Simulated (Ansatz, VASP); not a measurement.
## V: VASP beside Ansatz

The input INCAR:

```
  ALGO = Normal
  EDIFF = 1E-6
  ENCUT = 520
  GGA = PE
  ISIF = 2
  ISMEAR = -1
  LASPH = T
  LCHARG = F
  LREAL = F
  LWAVE = F
  NBANDS = 12
  NELM = 100
  PREC = Accurate
  SIGMA = 0.1
```

File KPOINTS:

```
k-points
0
Gamma
  15 15 15
```

POSCAR

```
V
1.0
   -1.4991761207      1.4991761207      1.4991761207
    1.4991761207     -1.4991761207      1.4991761207
    1.4991761207      1.4991761207     -1.4991761207
V
1
Direct
    0.0000000000      0.0000000000      0.0000000000
```

Input for Ansatz:

```yaml
crystal:
  lattice:
    - [-1.4991761207, 1.4991761207, 1.4991761207]
    - [1.4991761207, -1.4991761207, 1.4991761207]
    - [1.4991761207, 1.4991761207, -1.4991761207]
  atoms:
    - { symbol: V, position: [0.0, 0.0, 0.0] }
hamiltonian:
  xc: pbe
  pseudopotentials:
    kind: paw
    azcp:
      V: "pseudopotentials/V.paw.azcp"
basis:
  ecutwfc: 420
  fft_grid_basis: typed
kpoints:
  mp_grid: { grid: [15, 15, 15], shift: [0, 0, 0] }
magnetization:
  spin_polarized: false
scf:
  occupations: { method: fermi_dirac, width: 0.1 }
  lower_state_search: "off"
output:
  stress: true
```

Alike in both runs: task single point; functional PBE; k mesh 15 × 15 × 15; occupations fermi-dirac, width 0.1 eV; no spin polarisation.

```csv
,VASP,Ansatz
version,VASP 6.6.1,Ansatz 0.2.0
potentials or method,"VASP PAW PBE potentials, release 64 (V_sv)","plane waves (420 eV) with PAW, scalar-relativistic"
plane-wave cutoff (eV),520,420
valence electrons in the cell,13,13
```

```tsv
	VASP	Ansatz	Ansatz less VASP
pressure (GPa)	0.2	0.0	-0.23
```

The functional is the same, so the differences come from potentials, cutoffs and numerics.
